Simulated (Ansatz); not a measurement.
**TaN: a vibration from a frozen displacement**

Computed with DFT PBEsol, scalar-relativistic, plane waves, PAW (Ansatz). The runs took a 420 eV cutoff, a Γ-centred 18×18×16 mesh and Gaussian smearing (0.15 eV). Spin–orbit coupling is left out, which matters for the heavy elements here. No spin polarisation. Energies are free energies at this smearing, counted from the undisturbed cell; pressure is positive in compression.

Zero of the scan (as given, not relaxed at this level; it stands at -4.9 GPa; this form isn't the usual structure):

```xyz
2
Lattice="2.9380 0.0000 0.0000 -1.4690 2.5444 0.0000 0.0000 0.0000 2.8830" Properties=species:S:1:pos:R:3 pbc="T T T"
Ta    0.0000    1.6963    1.4415
N    -1.4690    2.5444    0.0000
```

Every Ta atom is moved by x along the Cartesian unit vector (0.000, -0.762, -0.648); the cell and all other atoms stay fixed. The cell's volume is 21.55 Å³; the moved atoms weigh 180.948 u together and the others 14.007 u.

```
  x (Å)  ΔE (meV/cell) total force on the moved atoms along the move (eV/Å) pressure (GPa)
-0.1000          65.94                                                1.3168         -3.2289
-0.0750          37.13                                                0.9881         -3.9388
-0.0500          16.53                                                0.6598         -4.4514
-0.0250           4.14                                                0.3308         -4.7620
 0.0000           0.00                                                0.0000         -4.8663
 0.0250           4.17                                               -0.3347         -4.7608
 0.0500          16.78                                               -0.6753         -4.4417
 0.0750          38.01                                               -1.0245         -3.9046
 0.0875          51.94                                               -1.2031         -3.5529
 0.1000          68.11                                               -1.3848         -3.1449
```

**Question.** What frequency belongs to this motion?

**Answer.** The force constant is k = −dF/dx = 13.310 eV/Å², from the parabola through x = -0.0250, 0 and 0.0250. In every cell the moved atoms swing against the rest, so the mass is μ = m₁m₂/(m₁ + m₂) = 13.001 u, and ν̃ = 521.5 cm⁻¹ × √(|k|/μ) = 528 cm⁻¹, at this cell's pressure of -4.9 GPa. The pattern needn't be a normal mode: ν̃² is then a weighted mean of the squared nonzero frequencies at the zone centre of this cell, so it lies between the lowest and the highest of them.

**Question.** How far does the harmonic law reach?

**Answer.** At x = -0.100 Å, kx²/2 = 66.55 meV against the computed 65.94 meV (-0.9 %): the well is still close to harmonic there.

In a metal these slopes depend on the k mesh and the smearing.

The scan shows a stiff, single-minimum well, and the frequency of 528 cm⁻¹ reflects strong Ta–N bonding, with Ta d–N p covalency alongside ionic attraction, combined with a light oscillator. Because Ta is so much heavier, the reduced mass is close to that of nitrogen, which carries most of the motion.

Positive x drives Ta straight towards one N neighbour. The energy and restoring force are larger on that side, as expected when short-range repulsion grows faster than the resistance to stretching. This cubic term is allowed because the trigonal-prismatic site lacks inversion symmetry; a purely axial displacement would give a symmetric well. At the largest positive displacement the energy lies above the harmonic value, whereas on the negative side it falls below.

The pressure rises for displacements of either sign, which implies that the force constant increases on compression. Relaxing this stretched cell would therefore probably raise the frequency. The positive curvature shows stability against this displacement only, not against distortions that enlarge the cell.
